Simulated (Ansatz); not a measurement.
# A thicker film of MgO (110) from five thinner ones

In a field along its normal an insulating film takes a dipole p. Written as a length, p/(ε₀AE), it should grow by 1 − 1/ε for each ångström added.

How it was computed: Ansatz 0.2.0, plane waves with PAW datasets (its set soft_2), PBEsol; rocksalt films relaxed at a bulk in-plane lattice constant near the measured one, then held in weak fields of both signs with a dipole correction (A is the cell's area, E the outer field).

| run | distance between the outer atoms (Å) | p/(ε₀AE) (Å) |
| --- | --- | --- |
| 5 units | 5.874 | 6.480 |
| 6 units | 7.365 | 7.482 |
| 8 units | 10.346 | 9.551 |
| 9 units | 11.836 | 10.583 |
| 12 units | 16.308 | 13.677 |
| 16 units | 22.270 | ? |

Q: Estimate the withheld value from the rows shown.

A least-squares line through the 5 rows shown has slope 0.6907 and intercept 2.4088; no row lies more than 0.014 Å off it. That slope means ε = 1/(1 − 0.6907) = 3.23. At 22.270 it gives 0.6907 × 22.270 + 2.4088 = 17.791 Å, beyond the rows fitted. Rounding and scatter of the rows alone allow about ±0.032 Å there.

The run itself gives 17.803 Å: a miss of +0.012 Å, or 0.1 % of the value. The length is met to within 1 %, though ε is more sensitive than the length: the two thickest films give ε = 3.25.

Caveats: This is the electronic response alone. A unit is one step of the cut along the normal (a plane, a pair of planes or a cell), and the layers relax along it, away from their bulk spacing where the functional's lattice constant differs from the one held.
